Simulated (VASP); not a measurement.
Wanted: the native input for a VASP 6.6.1 run.

```yaml
Task: single point
Functional: PBE
Potentials_or_basis: VASP PAW PBE potentials, release 64 (Ag, Cl)
Cutoff: 520 eV
k_mesh: 8 × 8 × 8
Occupations: fermi-dirac, width 0.05 eV
Spin: no spin polarisation
Further_INCAR_settings: ALGO = Normal; EDIFF = 1e-07; NBANDS = 16
```

The structure of AgCl (Chlorargyrite) lies in POSCAR:

```
AgCl
1.0
    0.0000000000      2.7350000000      2.7350000000
    2.7350000000      0.0000000000      2.7350000000
    2.7350000000      2.7350000000      0.0000000000
Ag Cl
1 1
Direct
    0.0000000000      0.0000000000      0.0000000000
    0.5000000000      0.5000000000      0.5000000000
```

These files were run (other wordings do the same):

INCAR

```
SYSTEM = AgCl
PREC = Accurate
ENCUT = 520
EDIFF = 1E-7
ISMEAR = -1
SIGMA = 0.05
LREAL = .FALSE.
LASPH = .TRUE.
NELM = 60
ALGO = Normal
ISIF = 2
LWAVE = .FALSE.
LCHARG = .FALSE.
GGA = PE
NBANDS = 16
```

KPOINTS

```
Automatic mesh
0
G
  8 8 8
  0 0 0
```

Potentials or basis: VASP PAW PBE potentials, release 64 (Ag, Cl).

Launch:

```console
$ cat potpaw_PBE.64/Ag/POTCAR potpaw_PBE.64/Cl/POTCAR > POTCAR
$ mpirun -np 1 vasp_std > vasp.out
```

Results of the run:

```yaml
Pressure: 3.8 GPa
Band_gap_on_the_k_mesh: 0.90 eV, indirect (least direct gap 3.32 eV)
```

Run time: 40 s on 1 thread of AMD EPYC 7R43 64-Core Processor (Zen 3), with other jobs on the host, peak memory 0.13 GiB.
